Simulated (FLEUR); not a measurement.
# TePb: equation of state with PBEsol

Crystal: TePb.

```
Pb Te
1.0
     0.00000    3.23100    3.23100
     3.23100    0.00000    3.23100
     3.23100    3.23100    0.00000
Pb Te
1 1
Direct
  0.00000 0.00000 0.00000
  0.50000 0.50000 0.50000
```

```json
{
 "Program": "FLEUR MaX-R8.1 (later development tree)",
 "Task": "equation of state",
 "Functional": "PBEsol",
 "Potentials or basis": "all-electron",
 "Basis": "FLAPW",
 "Kmax": "4.1 1/bohr",
 "k mesh": "7 × 7 × 7",
 "Occupations": "fermi-dirac, width 0.05 eV",
 "Spin": "no spin polarisation",
 "Gmax": "12.7 1/bohr",
 "Muffin-tin radii": "Pb 2.66, Te 2.66 bohr",
 "lmax": "Pb 11, Te 11",
 "Local orbitals a species": "Pb 5, Te 6"
}
```

The equilibrium volume is 33.44 Å³/atom, the bulk modulus is 45 GPa and the pressure derivative of the bulk modulus is 4.5 (rough: it moves with the points fitted).

Energy against volume, from the lowest point:
```tsv
volume (Å³/atom)	energy (meV/atom)
31.706	13.49
32.380	4.62
33.730	0.00
35.079	9.96
35.753	19.47
```

Caveat: this odd mesh misses L, where the gap lies, so gap, dielectric constants and Born charges aren't listed. Spin-orbit coupling is left out, which matters for the levels of Pb, Te.
